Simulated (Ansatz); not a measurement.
GaP:

```
Ga P
1.0
     0.00000    2.72525    2.72525
     2.72525    0.00000    2.72525
     2.72525    2.72525    0.00000
Ga P
1 1
Direct
  0.00000 0.00000 0.00000
  0.75000 0.75000 0.75000
```

Base run:

| Quantity | Value |
| --- | --- |
| Program | Ansatz 0.2.0 |
| Functional | revPBE |
| Potentials or basis | all-electron LAPW, scalar-relativistic |
| Cutoff | 278 eV (chosen from the basis error) |
| Basis error allowed | 0.001 eV/atom |
| k mesh | 8 × 8 × 8 |
| Occupations | fermi-dirac, width 0.05 eV |
| Spin | no spin polarisation |

Its results: band gap on the k mesh 1.71 eV, indirect (least direct gap 1.93 eV); pressure 4.0 GPa.

The run is repeated on the same cell with these changes: functional from revPBE to RPBE. What comes out?

Band gap on the k mesh 1.74 eV, indirect (least direct gap 1.96 eV); pressure 4.6 GPa.

A k mesh can miss the band edges.
